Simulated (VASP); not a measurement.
Sn, 2 atoms in the cell. Symmetry: Fd-3m, No. 227, cubic system. The conventional cell has a = 6.449 Å, b = 6.449 Å, c = 6.449 Å, α = 90.00°, β = 90.00°, γ = 90.00°. Sn (site symmetry -43m) has 4 Sn at 2.79 Å as nearest neighbours. This isn't the form of Sn at room conditions, which is tetragonal (white tin). The cell isn't the ideal one: a relaxed cell with its volume scaled by 0.96.

```yaml
Program: VASP 6.6.1
Task: relaxation of the atoms
Functional: PBEsol
Potentials_or_basis: VASP PAW PBE potentials, release 64 (Sn_d)
Cutoff: 600 eV
k_mesh: 10 × 10 × 10
Occupations: gaussian, width 0.03 eV
Spin: no spin polarisation
Further_INCAR_settings: ALGO = Fast; EDIFF = 1e-07; IBRION = 2; EDIFFG = -0.01; NSW = 40
```

Potentials or basis: VASP PAW PBE potentials, release 64 (Sn_d).

Run with:

```console
$ cat potpaw_PBE.64/Sn_d/POTCAR > POTCAR
$ mpirun -np 1 vasp_std > vasp.out
```

Hardware: 1 thread of Intel(R) Xeon(R) Platinum 8559C (Emerald Rapids) (shared host).

Problem. How long does it take, and how much memory?

Solution. Wall time 38 s on 1 thread of Intel(R) Xeon(R) Platinum 8559C (Emerald Rapids) (shared host), peak memory 0.23 GiB. Counts: scf iterations 14, k points 47, ion steps 1.
